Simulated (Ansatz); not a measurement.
**Al₃Cu: enthalpy against pressure**

Al₃Cu, P4/mmm, a = 2.780 Å, c = 7.603 Å. The structure is a Materials Project entry; whether it is the stable form wasn't checked. Ansatz: PBEsol, PAW, 420 eV, Γ-centred 16×16×6 mesh on 4 atoms, Gaussian smearing 0.10 eV; no spin polarisation. Cell and atoms are relaxed at each pressure, and no other structure is tried, so the rows at high pressure may lie past a change of phase. y is the enthalpy over the state at zero pressure; there V0 = 14.686 Å³/atom. The pressures are the targets, met within 0.05 GPa.

| P (GPa) | y (eV/atom) |
| --- | --- |
| -3.0 | -0.2793 |
| 0.0 | 0.0000 |
| 3.0 | 0.2710 |
| 8.0 | ? |
| 15.0 | 1.2918 |
| 30.0 | 2.4665 |
| 60.0 | 4.5977 |

Q: Fit y = c1 P + c2 P² + c3 P³ to the other rows, say what c1 and c2 mean, and predict the missing value.

A: Least squares on the rows shown. y = 0.091153 P − 0.00035539 P² + 1.8888×10⁻⁶ P³. Since dH/dP = V, c1 is V0: 0.091153 eV/GPa × 160.2 = 14.603 Å³ against 14.686; c2 = −V0/(2B0) gives B0 = 128 GPa, where a Birch–Murnaghan fit to the volumes of the same runs (not shown) gives 99 GPa: a cubic over this range folds the higher terms into c2. At P = 8.0 the fit asked for gives 0.7074 eV/atom. The run gave 0.7073 eV/atom, so the fit is 0.0001 eV/atom too high, within the rms miss on the fitted rows (0.0015 eV/atom).